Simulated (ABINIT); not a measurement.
## PtSe2 (Sudovikovite) in ABINIT: the effect of functional

Crystal: PtSe2 (Sudovikovite).

```
Pt Se
1.0
     3.72400    0.00000    0.00000
    -1.86200    3.22508    0.00000
     0.00000    0.00000    5.06200
Pt Se
1 2
Cartesian
  0.0000 0.0000 0.0000
  1.8620 1.0750 3.7965
  0.0000 2.1501 1.2655
```

Alike in all runs:

- Program: ABINIT 10.8.3 (patched build)
- Task: single point
- Potentials or basis: JTH PAW PBE v2.0
- Cutoff: 517 eV
- k mesh: 8 × 8 × 5
- Occupations: fermi-dirac, width 0.05 eV
- Spin: no spin polarisation

```tsv
functional	pressure (GPa)	largest force (eV/Å)
LDA	0.2	0.31
PBEsol	2.8	0.45
RPBE	10.4	0.74
BLYP	?	?
AM05	2.6	0.29
r2SCAN	5.4	0.44
SCAN	3.1	0.06
revPBE	9.6	0.72
PW91	8.0	0.73
WC	3.4	0.54
```

Q: What does the run with functional BLYP give?

A: Pressure 15.0 GPa; largest force 1.11 eV/Å.

Caveats: the PAW data sets were made with another functional, which shifts forces and pressure a little; the atomic spheres overlap.

Runs at the PBE level aren't shown here.
